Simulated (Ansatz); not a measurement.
Method: DFT PBE, scalar-relativistic, plane waves, PAW (Ansatz 0.2.0). Settings: cutoff 420 eV, Γ-centred meshes spaced at most about 0.3 Å⁻¹, and about 0.25 Å⁻¹ or finer for metals (2π included), Gaussian smearing. Spin is collinear in cells that carry moments; the others ran without spin or lost their moments.

Temperature and zero-point effects are left out.

Question: Order these relaxed structures of AlCo by energy, lowest first, with the energy over the lowest of them.
A.
(parallel moments up to 0.8 μB)
Space group Pmmm (No. 47). a = 2.617 Å, b = 3.800 Å, c = 5.161 Å, α = 90.00°, β = 90.00°, γ = 90.00°
```csv
atom,site,symmetry,x,y,z
Al,2s,mm2,0.5000,0.0000,0.2389
Co,1e,mmm,0.0000,0.5000,0.0000
Co,1h,mmm,0.5000,0.5000,0.5000
```

B.
(no moments)
Space group P6_3/mmc (No. 194). a = 2.698 Å, b = 2.698 Å, c = 7.751 Å, α = 90.00°, β = 90.00°, γ = 120.00°
```json
{"atom": "Al", "site": "2a", "symmetry": "-3m.", "x": "0.0000", "y": "0.0000", "z": "0.0000"}
{"atom": "Co", "site": "2c", "symmetry": "-6m2", "x": "0.3333", "y": "0.6667", "z": "0.2500"}
```

Answer: B (0 meV/atom), A (163 meV/atom). Counting all near atoms (those within 1.25 times the shortest distance at each site; a plus sign parts nearer from farther groups; a slash parts the counts of unlike sites): B has Al 12, Co 12; A has Al 10, Co 4+2+4/10+4. Both come from invented guesses. The lowest form computed isn't among them: it has the caesium chloride type, space group Pm-3m (No. 221), 11.6 Å³/atom, is reached from a Materials Project cell and lies 0.35 eV/atom below the best shown.

A magnetic state wasn't ruled out in cells without spin, among them P6_3/mmc. Another magnetic order may lie lower. Cells relaxed within their symmetry can be saddle points. Some candidate types were left out of the draw beforehand, so a known form may be missing.
